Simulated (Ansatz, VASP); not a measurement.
**One calculation of GePt, two programs**

```
CELL_PARAMETERS angstrom
3.26428 0.00000 0.00000
0.00000 3.26428 0.00000
0.00000 0.00000 3.26428
ATOMIC_POSITIONS crystal
Ge 0.00000 0.00000 0.00000
Pt 0.50000 0.50000 0.50000
```

Change from the starting cell: species swapped into the CeHg type (Pm-3m, No. 221).

Alike in both runs: task single point; functional PBE; k mesh 6 × 6 × 6; occupations gaussian, width 0.1 eV; no spin polarisation.

```csv
,VASP,Ansatz
version,VASP 6.6.1,Ansatz 0.2.0
potentials or method,"VASP PAW PBE potentials, release 64 (Ge_d, Pt)","scalar-relativistic, plane waves, PAW"
plane-wave cutoff (eV),520,420
valence electrons in the cell,24,32
```

|  | VASP | Ansatz | Ansatz less VASP |
| --- | --- | --- | --- |
| gap on the k mesh at the Fermi level (eV) | none | none | - |
| pressure (GPa) | -7.7 | -7.7 | 0.00 |

A gap of «none» marks a metal or a gap that the smearing closes. The functional is the same, so the differences come from potentials, cutoffs and numerics. The two sets of potentials don't hold the same shells in valence.

Spin-orbit coupling is left out, which matters for the levels of Pt.
